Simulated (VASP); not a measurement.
# Na in VASP: convergence with SIGMA

Na:

```xyz
1
Lattice="-2.1410 2.1410 2.1410 2.1410 -2.1410 2.1410 2.1410 2.1410 -2.1410" Properties=species:S:1:pos:R:3 pbc="T T T"
Na    0.0000    0.0000    0.0000
```

- Program: VASP 6.6.1
- Task: single point
- Functional: PBE
- Potentials or basis: VASP PAW PBE potentials, release 64 (Na_pv)
- Cutoff: 520 eV
- k mesh: 9 × 9 × 9
- Occupations: gaussian, width 0.3 eV
- Spin: no spin polarisation

These are the settings of the first run; the series varies SIGMA, with any setting tied to it.

Hardware: 1 thread of Intel(R) Xeon(R) Platinum 8488C (Sapphire Rapids), with other jobs on the host.

| SIGMA | energy less the tightest run, at zero smearing (meV/atom) | SCF cycles | CPU time (s) | peak memory (GiB) |
| --- | --- | --- | --- | --- |
| 0.3 eV | -0.32 | 10 | 8 | 0.14 |
| 0.2 eV | -0.54 | 10 | 13 | 0.15 |
| 0.15 eV | -0.58 | 10 | 9.2 | 0.15 |
| 0.1 eV | -0.53 | 10 | 10 | 0.15 |
| 0.05 eV | -0.31 | 10 | 10 | 0.15 |
| 0.02 eV | -0.08 | 10 | 9.5 | 0.15 |
| 0.01 eV | 0.00 | 10 | 9.2 | 0.15 |

Against the tightest run, the energy stays within 1 meV/atom from 0.3 eV on. Narrower smearing needs a denser k mesh, so at a fixed mesh the narrowest width isn't the most accurate. The tightest run that finished is the yardstick and may itself not be fully converged.
